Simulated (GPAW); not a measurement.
## TiB2 in GPAW: the effect of target pressure

The system is TiB2.

```xyz
3
Lattice="3.0292 0.0000 0.0000 -1.5146 2.6234 0.0000 0.0000 0.0000 3.2284" Properties=species:S:1:pos:R:3 pbc="T T T"
Ti    0.0000    0.0000    0.0000
B     1.5146    0.8745    1.6142
B     0.0000    1.7489    1.6142
```

Alike in all runs:

```yaml
Program: GPAW 26.7.0
Task: relaxation of cell and atoms
Functional: PBEsol
Potentials_or_basis: PAW data sets generated in the run's folder for this functional
Cutoff: 800 eV
Basis: pw
k_mesh: 7 × 7 × 6
Occupations: fermi-dirac, width 0.05 eV
Spin: no spin polarisation
```

Each run relaxes the cell or the atoms first.

```tsv
target pressure	target pressure	relaxed volume (Å³/atom)
0 GPa	-	8.39
2 GPa	2 GPa	8.33
5 GPa	5 GPa	8.24
10 GPa	10 GPa	8.10
20 GPa	20 GPa	?
30 GPa	30 GPa	7.64
```

Task: What does the run with target pressure 20 GPa give?

Result: Relaxed volume 7.85 Å³/atom.

Worked out: In Murnaghan's law V^(-B') rises as a straight line in P. The other rows fit best with B' = 3.9, V0 = 8.39 Å³/atom and B0 = 265 GPa, which gives 7.85 Å³/atom at 20 GPa, against the run's 7.85.

Caveats: later steps reuse the first step's grids.
